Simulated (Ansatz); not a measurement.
# Nickel, simple cubic under RPBE: structure, energy and stiffness, part 2 of 2

The plan for nickel in the simple cubic structure: relax it, solve it on a dense k-mesh, then scale the cell to 7 volumes from 88 to 112 % of the relaxed one and try a fit of the equation of state. The start is antiferromagnetic (G-type). The k-meshes are 12×12×12 for the relaxation; 19×19×19 for the dense run; 13×13×13 for the volumes.

Ansatz 0.2.0; DFT, RPBE, plane waves (420 eV) with PAW, scalar-relativistic.

## Step 5: Volume × 0.92

This is Ni in the simple cubic structure; at room conditions it is fcc.

input.yaml

```yaml
crystal:
  lattice:
    - [0.0, 2.2848746626, 2.2848746626]
    - [2.2848746626, 0.0, 2.2848746626]
    - [2.2848746626, 2.2848746626, 0.0]
  atoms:
    - { symbol: Ni, position: [0.0, 0.0, 0.0], spin: -0.65 }
    - { symbol: Ni, position: [0.5, 0.5, 0.5], spin: -0.65 }
hamiltonian:
  xc: rpbe
  pseudopotentials:
    kind: paw
    azcp:
      Ni: "pseudopotentials/Ni.paw.azcp"
basis:
  ecutwfc: 420
  fft_grid_basis: typed
kpoints:
  mp_grid: { grid: [13, 13, 13], shift: [0, 0, 0] }
magnetization:
  spin_polarized: true
scf:
  occupations: { method: fermi_dirac, width: 0.05 }
  lower_state_search: "off"
output:
  stress: true
```

What it wrote (excerpt; [...] marks lines left out):

```text
Warning: RAYON_NUM_THREADS=2 ignored (pool sized by the plan → 2); use --threads N
[...]
Pseudopotentials: kind: paw
Pseudopotential: Ni, paw, valence charge 18, recommended cutoff 420 eV (normal), <dir>
Functional definition: RPBE
[...]
Crystal: 2 atoms, lattice volume = 23.857 Å³
Basis set: ecut = 420 eV, 459 PW (Γ)
Bands: 23, of which v1, the nominal top of the filled ones, is band 18 counted from 1 (17 counted from 0)
Symmetry: 96 space group operations
Space group: Pm-3m (ITA 221), of the structure as read, at distance tolerance 2.9e-5 Å
Magnetic group: BNS 221.92 (UNI 1594), of the structure as read, at distance tolerance 2.9e-5 Å
k-points: 84 of 2197
[...]
Starting moments: Σ|m| = 1.3 μB on 2 of 2 sites
[...]
SCF iter  19: F=-11688.024884 eV  HF=-11688.024884 eV  |F-HF|=3.55e-8  |Δ(HF+E_count)|=   2.88e-8  Δρ=9.65e-6 (↑9.65e-6 ↓7.61e-6)  dr2=3.44e-8  dr2_m=1.61e-9  M=-1.018 μB ∫|m|=1.083 μB  ethr=1.00e-12  ⟨swp⟩=1.8  Hψ=13975  notcnv=0
[...]
SCF converged after 19 iterations
Magnetization: -1.0184 μB (17.4908 up, 18.5092 down)
Absolute magnetization: 1.0832 μB (∫|ρ↑−ρ↓|, with the PAW one-centre terms)
Spin contamination: 0.0051 ħ² per cell (⟨S²⟩ above its minimum at these occupations)
Per-site moments (μB) at R_I (Å): [(-0.5225382338650173, 0.9425107983225001), (-0.5225382338650173, 0.9425107983225001)]
Free energy (F): -11688.024884 eV
[...]
E sigma→0 (E₀):  -11688.010398 eV
Entropy (-TS):   -0.028973 eV (-14.487 meV/atom)
Fermi energy:    16.312312 eV
[...]
--- Stress (GPa, compression-positive) ---
       14.274998       0.000000       0.000000
       -0.000000      14.274998      -0.000000
       -0.000000       0.000000      14.274998
  P = ⅓ Tr σ = 14.2750 GPa (142.750 kbar)
```

Run time: 4.5 s. Hardware: 2 threads of an Arm CPU, shared host; peak memory 0.3 GiB.

## Step 6: Volume × 0.96

Changes to input.yaml since step 5:

```diff
@@ -2,5 +2,5 @@
   lattice:
-    - [0.0, 2.2848746626, 2.2848746626]
-    - [2.2848746626, 0.0, 2.2848746626]
-    - [2.2848746626, 2.2848746626, 0.0]
+    - [0.0, 2.3175201398, 2.3175201398]
+    - [2.3175201398, 0.0, 2.3175201398]
+    - [2.3175201398, 2.3175201398, 0.0]
   atoms:
```

What it wrote (excerpt; [...] marks lines left out):

```text
Warning: RAYON_NUM_THREADS=2 ignored (pool sized by the plan → 2); use --threads N
[...]
[... 3 set-up lines as earlier in the session ...]
[...]
Crystal: 2 atoms, lattice volume = 24.894 Å³
Basis set: ecut = 420 eV, 531 PW (Γ)
Bands: 23, of which v1, the nominal top of the filled ones, is band 18 counted from 1 (17 counted from 0)
[... 2 set-up lines as earlier in the session ...]
Magnetic group: BNS 221.92 (UNI 1594), of the structure as read, at distance tolerance 2.9e-5 Å
k-points: 84 of 2197
[...]
Starting moments: Σ|m| = 1.3 μB on 2 of 2 sites
[...]
SCF iter  14: F=-11688.092351 eV  HF=-11688.092351 eV  |F-HF|=1.42e-9  |Δ(HF+E_count)|=   1.15e-8  Δρ=2.68e-6 (↑2.68e-6 ↓1.44e-6)  dr2=3.13e-9  dr2_m=1.39e-10  M=-1.104 μB ∫|m|=1.181 μB  ethr=4.53e-11  ⟨swp⟩=2.1  Hψ=12652  notcnv=0
[...]
SCF converged after 14 iterations
Magnetization: -1.1035 μB (17.4482 up, 18.5518 down)
Absolute magnetization: 1.1817 μB (∫|ρ↑−ρ↓|, with the PAW one-centre terms)
Spin contamination: 0.0064 ħ² per cell (⟨S²⟩ above its minimum at these occupations)
Per-site moments (μB) at R_I (Å): [(-0.5688235871700826, 0.9559770576675), (-0.5688235871700826, 0.9559770576675)]
Free energy (F): -11688.092351 eV
[...]
E sigma→0 (E₀):  -11688.076874 eV
Entropy (-TS):   -0.030954 eV (-15.477 meV/atom)
Fermi energy:    15.444500 eV
[...]
--- Stress (GPa, compression-positive) ---
        6.865826      -0.000000      -0.000000
        0.000000       6.865826      -0.000000
        0.000000       0.000000       6.865826
  P = ⅓ Tr σ = 6.8658 GPa (68.658 kbar)
```

It took 3.4 s on 2 threads of an Arm CPU, shared host; peak memory 0.29 GiB.

## Step 7: Volume × 1.0

Changes to input.yaml since step 6:

```diff
@@ -2,5 +2,5 @@
   lattice:
-    - [0.0, 2.3175201398, 2.3175201398]
-    - [2.3175201398, 0.0, 2.3175201398]
-    - [2.3175201398, 2.3175201398, 0.0]
+    - [0.0, 2.3492709365, 2.3492709365]
+    - [2.3492709365, 0.0, 2.3492709365]
+    - [2.3492709365, 2.3492709365, 0.0]
   atoms:
```

What it wrote (excerpt; [...] marks lines left out):

```text
Warning: RAYON_NUM_THREADS=2 ignored (pool sized by the plan → 2); use --threads N
[...]
[... 3 set-up lines as earlier in the session ...]
[...]
Crystal: 2 atoms, lattice volume = 25.932 Å³
Basis set: ecut = 420 eV, 531 PW (Γ)
Bands: 23, of which v1, the nominal top of the filled ones, is band 18 counted from 1 (17 counted from 0)
[... 1 set-up line as earlier in the session ...]
Space group: Pm-3m (ITA 221), of the structure as read, at distance tolerance 3.0e-5 Å
Magnetic group: BNS 221.92 (UNI 1594), of the structure as read, at distance tolerance 3.0e-5 Å
k-points: 84 of 2197
[...]
Starting moments: Σ|m| = 1.3 μB on 2 of 2 sites
[...]
SCF iter  14: F=-11688.117270 eV  HF=-11688.117270 eV  |F-HF|=5.38e-9  |Δ(HF+E_count)|=   2.65e-8  Δρ=5.54e-6 (↑5.54e-6 ↓2.19e-6)  dr2=1.16e-8  dr2_m=1.01e-9  M=-1.208 μB ∫|m|=1.301 μB  ethr=1.26e-10  ⟨swp⟩=2.2  Hψ=13176  notcnv=0
[...]
SCF converged after 14 iterations
Magnetization: -1.2079 μB (17.3961 up, 18.6039 down)
Absolute magnetization: 1.3011 μB (∫|ρ↑−ρ↓|, with the PAW one-centre terms)
Spin contamination: 0.0082 ħ² per cell (⟨S²⟩ above its minimum at these occupations)
Per-site moments (μB) at R_I (Å): [(-0.6250079107206798, 0.96907426130625), (-0.6250079107206798, 0.96907426130625)]
Free energy (F): -11688.117270 eV
[...]
E sigma→0 (E₀):  -11688.100572 eV
Entropy (-TS):   -0.033398 eV (-16.699 meV/atom)
Fermi energy:    14.649773 eV
[...]
--- Stress (GPa, compression-positive) ---
        1.078533       0.000000      -0.000000
       -0.000000       1.078533       0.000000
        0.000000       0.000000       1.078533
  P = ⅓ Tr σ = 1.0785 GPa (10.785 kbar)
```

It took 3.4 s on 2 threads of an Arm CPU, shared host; peak memory 0.31 GiB.

## Step 8: Volume × 1.04

Changes to input.yaml since step 7:

```diff
@@ -2,5 +2,5 @@
   lattice:
-    - [0.0, 2.3492709365, 2.3492709365]
-    - [2.3492709365, 0.0, 2.3492709365]
-    - [2.3492709365, 2.3492709365, 0.0]
+    - [0.0, 2.3801859414, 2.3801859414]
+    - [2.3801859414, 0.0, 2.3801859414]
+    - [2.3801859414, 2.3801859414, 0.0]
   atoms:
@@ -26 +26,5 @@
   stress: true
+  write_density: true
+  write_potential: true
+  elf: true
+  volumetric_format: npy
```

What it wrote (excerpt; [...] marks lines left out):

```text
Warning: RAYON_NUM_THREADS=2 ignored (pool sized by the plan → 2); use --threads N
[...]
[... 3 set-up lines as earlier in the session ...]
[...]
Crystal: 2 atoms, lattice volume = 26.969 Å³
Basis set: ecut = 420 eV, 531 PW (Γ)
Bands: 23, of which v1, the nominal top of the filled ones, is band 18 counted from 1 (17 counted from 0)
[... 2 set-up lines as earlier in the session ...]
Magnetic group: BNS 221.92 (UNI 1594), of the structure as read, at distance tolerance 3.0e-5 Å
k-points: 84 of 2197
[...]
Starting moments: Σ|m| = 1.3 μB on 2 of 2 sites
[...]
SCF iter  17: F=-11688.109242 eV  HF=-11688.109242 eV  |F-HF|=1.08e-8  |Δ(HF+E_count)|=   5.60e-8  Δρ=9.66e-6 (↑9.66e-6 ↓1.98e-6)  dr2=1.90e-8  dr2_m=4.84e-9  M=-1.354 μB ∫|m|=1.462 μB  ethr=1.31e-10  ⟨swp⟩=5.3  Hψ=21384  notcnv=0
[...]
SCF converged after 17 iterations
Magnetization: -1.3540 μB (17.3230 up, 18.6770 down)
Absolute magnetization: 1.4631 μB (∫|ρ↑−ρ↓|, with the PAW one-centre terms)
Spin contamination: 0.0108 ħ² per cell (⟨S²⟩ above its minimum at these occupations)
Per-site moments (μB) at R_I (Å): [(-0.7021012310903738, 0.9818267008275), (-0.7021012310903738, 0.9818267008275)]
Free energy (F): -11688.109242 eV
[...]
E sigma→0 (E₀):  -11688.091011 eV
Entropy (-TS):   -0.036461 eV (-18.230 meV/atom)
Fermi energy:    13.921052 eV
[...]
--- Stress (GPa, compression-positive) ---
       -3.353851      -0.000000      -0.000000
        0.000000      -3.353851       0.000000
        0.000000      -0.000000      -3.353851
  P = ⅓ Tr σ = -3.3539 GPa (-33.539 kbar)
--- Band table (eV; the first three rows and the last of 168) ---
[... band rows left out ...]
[...]
```

Wall time 4.8 s (2 threads of an Arm CPU, shared host); peak memory 0.33 GiB.

## Step 9: Volume × 1.08

Changes to input.yaml since step 8:

```diff
@@ -2,5 +2,5 @@
   lattice:
-    - [0.0, 2.3801859414, 2.3801859414]
-    - [2.3801859414, 0.0, 2.3801859414]
-    - [2.3801859414, 2.3801859414, 0.0]
+    - [0.0, 2.4103180762, 2.4103180762]
+    - [2.4103180762, 0.0, 2.4103180762]
+    - [2.4103180762, 2.4103180762, 0.0]
   atoms:
@@ -26,5 +26 @@
   stress: true
-  write_density: true
-  write_potential: true
-  elf: true
-  volumetric_format: npy
```

What it wrote (excerpt; [...] marks lines left out):

```text
Warning: RAYON_NUM_THREADS=2 ignored (pool sized by the plan → 2); use --threads N
[...]
[... 3 set-up lines as earlier in the session ...]
[...]
Crystal: 2 atoms, lattice volume = 28.006 Å³
Basis set: ecut = 420 eV, 537 PW (Γ)
Bands: 23, of which v1, the nominal top of the filled ones, is band 18 counted from 1 (17 counted from 0)
[... 2 set-up lines as earlier in the session ...]
Magnetic group: BNS 221.92 (UNI 1594), of the structure as read, at distance tolerance 3.0e-5 Å
k-points: 84 of 2197
[...]
Starting moments: Σ|m| = 1.3 μB on 2 of 2 sites
[...]
SCF iter  19: F=-11688.076481 eV  HF=-11688.076481 eV  |F-HF|=3.02e-9  |Δ(HF+E_count)|=   9.85e-8  Δρ=6.51e-6 (↑6.51e-6 ↓3.89e-6)  dr2=1.21e-8  dr2_m=2.08e-9  M=-1.550 μB ∫|m|=1.675 μB  ethr=2.78e-10  ⟨swp⟩=3.5  Hψ=11885  notcnv=0
[...]
SCF converged after 19 iterations
Magnetization: -1.5505 μB (17.2248 up, 18.7752 down)
Absolute magnetization: 1.6757 μB (∫|ρ↑−ρ↓|, with the PAW one-centre terms)
Spin contamination: 0.0145 ħ² per cell (⟨S²⟩ above its minimum at these occupations)
Per-site moments (μB) at R_I (Å): [(-0.8043118956061038, 0.9942562064325), (-0.8043118956061038, 0.9942562064325)]
Free energy (F): -11688.076481 eV
[...]
E sigma→0 (E₀):  -11688.057182 eV
Entropy (-TS):   -0.038598 eV (-19.299 meV/atom)
Fermi energy:    13.252970 eV
[...]
--- Stress (GPa, compression-positive) ---
       -6.650154       0.000000      -0.000000
       -0.000000      -6.650154       0.000000
        0.000000       0.000000      -6.650154
  P = ⅓ Tr σ = -6.6502 GPa (-66.502 kbar)
```

Run time: 4.1 s. Hardware: 2 threads of an Arm CPU, shared host; peak memory 0.3 GiB.

## Step 10: Volume × 1.12

Changes to input.yaml since step 9:

```diff
@@ -2,5 +2,5 @@
   lattice:
-    - [0.0, 2.4103180762, 2.4103180762]
-    - [2.4103180762, 0.0, 2.4103180762]
-    - [2.4103180762, 2.4103180762, 0.0]
+    - [0.0, 2.4397150963, 2.4397150963]
+    - [2.4397150963, 0.0, 2.4397150963]
+    - [2.4397150963, 2.4397150963, 0.0]
   atoms:
```

What it wrote (excerpt; [...] marks lines left out):

```text
Warning: RAYON_NUM_THREADS=2 ignored (pool sized by the plan → 2); use --threads N
[...]
[... 3 set-up lines as earlier in the session ...]
[...]
Crystal: 2 atoms, lattice volume = 29.043 Å³
Basis set: ecut = 420 eV, 537 PW (Γ)
Bands: 23, of which v1, the nominal top of the filled ones, is band 18 counted from 1 (17 counted from 0)
[... 1 set-up line as earlier in the session ...]
Space group: Pm-3m (ITA 221), of the structure as read, at distance tolerance 3.1e-5 Å
Magnetic group: BNS 221.92 (UNI 1594), of the structure as read, at distance tolerance 3.1e-5 Å
k-points: 84 of 2197
[...]
Starting moments: Σ|m| = 1.3 μB on 2 of 2 sites
[...]
SCF iter  21: F=-11688.023886 eV  HF=-11688.023886 eV  |F-HF|=2.47e-9  |Δ(HF+E_count)|=   9.21e-9  Δρ=3.14e-6 (↑1.02e-6 ↓3.14e-6)  dr2=3.68e-9  dr2_m=3.93e-10  M=-1.632 μB ∫|m|=1.766 μB  ethr=2.16e-11  ⟨swp⟩=1.6  Hψ=10967  notcnv=0
[...]
SCF converged after 21 iterations
Magnetization: -1.6321 μB (17.1839 up, 18.8161 down)
Absolute magnetization: 1.7669 μB (∫|ρ↑−ρ↓|, with the PAW one-centre terms)
Spin contamination: 0.0167 ħ² per cell (⟨S²⟩ above its minimum at these occupations)
Per-site moments (μB) at R_I (Å): [(-0.8476191586195683, 1.0063824772237502), (-0.8476191586195683, 1.0063824772237502)]
Free energy (F): -11688.023886 eV
[...]
E sigma→0 (E₀):  -11688.004362 eV
Entropy (-TS):   -0.039048 eV (-19.524 meV/atom)
Fermi energy:    12.625446 eV
[...]
--- Stress (GPa, compression-positive) ---
       -9.527258       0.000000      -0.000000
       -0.000000      -9.527258       0.000000
       -0.000000       0.000000      -9.527258
  P = ⅓ Tr σ = -9.5273 GPa (-95.273 kbar)
```

Run time: 4.4 s. Hardware: 2 threads of an Arm CPU, shared host; peak memory 0.3 GiB.

## Step 11: Energy and pressure against volume

All volumes keep the relaxed shape and fractional coordinates.

```tsv
V (Å³/atom)	E − E₀ (meV/atom)	P from the stress (GPa)	P from the fit (GPa)	largest moment (μB)
11.410	105.6	23.72	23.79	0.49
11.929	45.2	14.27	14.08	0.52
12.447	12.0	6.87	6.63	0.57
12.966	0.1	1.08	0.90	0.63
13.484	4.9	-3.35	-3.49	0.70
14.003	21.8	-6.65	-6.85	0.80
14.522	48.2	-9.53	-9.41	0.85
```

Fit (Birch-Murnaghan, third order): V₀ = 13.062 Å³/atom, B₀ = 120 GPa, B₀′ = 5.7, largest residual 0.16 meV/atom.

The fit is made to E(σ → 0), while the stress belongs to the free energy F; that is one source of the offset between the two pressures.

## Step 12: Outcome

This closing draws on all 2 parts.

```
                      quantity                                  value
space group (spins left aside)                        Pm-3m (No. 221)
             conventional cell                            a = 2.349 Å
                        volume                         12.966 Å³/atom
             shortest distance                                2.349 Å
               gap on the mesh           none (levels filled in part)
                magnetic state  ferromagnetic, up to 0.65 μB per atom
relative to fcc, ferromagnetic                          +688 meV/atom
                   V₀, B₀, B₀′           13.062 Å³/atom, 120 GPa, 5.7
```

What this shows: The relaxation enlarged the cell by 9.7 % in volume. Against the reference form of nickel (fcc, ferromagnetic, computed apart with the same settings) it stands 688 meV/atom higher. The final state is ferromagnetic (largest moment 0.65 μB). That is not the order it started in. No gap shows: it is a metal or semimetal at this level. The fitted modulus is 120 GPa. Relaxation kept the symmetry; phonons were not checked.
